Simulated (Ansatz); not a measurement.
# Ti3Al: the cost of one run

Computed with Ansatz 0.2.0 (DFT PBE, scalar-relativistic, plane waves, PAW, unless a step's input says otherwise).

The COD entry's cell or inner coordinates are ideal or old and differ from later refinements, so a difference from it is no clean test against experiment.

### 1 Starting point

Symmetry: P6_3/mmc, No. 194, hexagonal system. The conventional cell has a = 5.764 Å, b = 5.764 Å, c = 4.664 Å, α = 90.00°, β = 90.00°, γ = 120.00°. Around Ti (site symmetry mm2) lie 4 Al at 2.86 to 2.88 Å and 8 Ti at 2.86 to 2.88 Å. Around Al (site symmetry -6m2) lie 12 Ti at 2.86 to 2.88 Å.

As a file:

```cif
data_structure
_symmetry_space_group_name_H-M 'P 1'
_symmetry_Int_Tables_number 1
_cell_length_a 5.7640
_cell_length_b 5.7640
_cell_length_c 4.6640
_cell_angle_alpha 90.000
_cell_angle_beta 90.000
_cell_angle_gamma 120.000
_cell_volume 134.20
loop_
_atom_site_label
_atom_site_type_symbol
_atom_site_fract_x
_atom_site_fract_y
_atom_site_fract_z
_atom_site_occupancy
Ti1 Ti 0.83330 0.16670 0.25000 1
Ti2 Ti 0.66660 0.83330 0.75000 1
Ti3 Ti 0.83330 0.66660 0.25000 1
Ti4 Ti 0.16670 0.83330 0.75000 1
Ti5 Ti 0.33340 0.16670 0.25000 1
Ti6 Ti 0.16670 0.33340 0.75000 1
Al1 Al 0.33333 0.66667 0.25000 1
Al2 Al 0.66667 0.33333 0.75000 1
```

This is candidate A: structure reported for this formula (P6_3/mmc, No. 194).

(A quick probe on a coarse mesh, which set the mesh and smearing, is not shown.)

### 3 The relaxation (candidate A)

Contents of input.yaml:

```yaml
crystal:
  lattice:
    - [5.7639998149, 0.0, 0.0]
    - [-2.8819999075, 4.9917702671, 0.0]
    - [0.0, 0.0, 4.664]
  atoms:
    - { symbol: Ti, position: [0.8333, 0.1667, 0.25] }
    - { symbol: Ti, position: [0.6666, 0.8333, 0.75] }
    - { symbol: Ti, position: [0.8333, 0.6666, 0.25] }
    - { symbol: Ti, position: [0.1667, 0.8333, 0.75] }
    - { symbol: Ti, position: [0.3334, 0.1667, 0.25] }
    - { symbol: Ti, position: [0.1667, 0.3334, 0.75] }
    - { symbol: Al, position: [0.3333333333, 0.6666666667, 0.25] }
    - { symbol: Al, position: [0.6666666667, 0.3333333333, 0.75] }
basis:
  ecutwfc: 420
kpoints:
  mp_grid: { grid: [6, 6, 8] }
hamiltonian:
  xc: pbe
scf:
  occupations: { method: gaussian, width: 0.1 }
output:
  forces: true
  stress: true
  eigenvalues: true
relax:
  adjacent_minimum: "off"
  f_tol: 0.01
  max_steps: 80
  cell: { stress_tol: 0.05 }
```

Command:

```
$ ansatz run input.yaml --threads 1 --pin off --max-ram 2560MiB --backend cpu --events-out ev --progress --plain --runs-dir out
```

Q: Estimate wall time and peak memory on 1 thread of Arm Neoverse V2, shared host.

About 74 s, with a peak of 0.48 GiB.
